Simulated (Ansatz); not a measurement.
The system is AlN.

```xyz
4
Lattice="3.1130 0.0000 0.0000 -1.5565 2.6959 0.0000 0.0000 0.0000 4.9810" Properties=species:S:1:pos:R:3 pbc="T T T"
Al    1.5565    0.8986    2.4905
Al    0.0000    1.7973    0.0000
N     1.5565    0.8986    4.3833
N     0.0000    1.7973    1.8928
```

Base run:

| Item | Value |
| --- | --- |
| Program | Ansatz 0.2.0 |
| Functional | PBE |
| Potentials or basis | Ansatz PAW |
| Cutoff | 500 eV |
| Density cutoff | 2000 eV |
| k mesh | 10 × 10 × 6 |
| Occupations | fermi-dirac, width 0.05 eV |
| Spin | no spin polarisation |

Its results: band gap on the k mesh 4.21 eV, direct; pressure 3.7 GPa; largest force 0.129 eV/Å.

**Question.** The run is repeated on the same cell with these changes: functional from PBE to rPW86-PBE; cutoff from 500 eV to 420 eV (not typed: the program's choice for these potentials). What comes out?

**Answer.** Band gap on the k mesh 4.38 eV, direct; pressure 6.5 GPa; largest force 0.118 eV/Å.

Caveats: the PAW data sets come from PBE, with cores solved anew for the run's functional, which leaves a small shift of forces and pressure (some runs).
